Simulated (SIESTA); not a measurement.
ZnS (Wurtzite-2H):

```xyz
4
Lattice="3.8110 0.0000 0.0000 -1.9055 3.3004 0.0000 0.0000 0.0000 6.2340" Properties=species:S:1:pos:R:3 pbc="T T T"
Zn    1.9055    1.1001    3.1170
Zn    0.0000    2.2003    0.0000
S     1.9055    1.1001    5.5171
S     0.0000    2.2003    2.4001
```

Program: SIESTA 5.4.2. Alike in all runs: task band structure; no spin polarisation; cell as given; k mesh 8 × 8 × 5; smearing fermi-dirac 0.05 eV; grid cutoff 800 Ry; energy shift 0.003 Ry.

Q: Order these runs on this cell by their pressure, lowest first.
A. level BLYP; potentials or basis PseudoDojo 0.4 standard (PBE files), DZP (energy shift 0.003 Ry; two zetas on semicore shells)
B. level PBE; potentials or basis SG15 1.2 (PBE files) or PseudoDojo by element, DZP (energy shift 0.003 Ry; two zetas on semicore shells)
C. level PBEsol; potentials or basis PseudoDojo 0.4 standard (PBEsol files), DZP (energy shift 0.003 Ry; two zetas on semicore shells)

A: C (-0.6 GPa), B (3.4 GPa), A (6.8 GPa).

Caveats: the basis of atomic orbitals isn't converged, which shifts pressures, moduli and gaps; short orbitals over semicore shells can move pressures by several GPa (some runs); the potentials were made for another functional, which shifts forces and pressure (some runs).
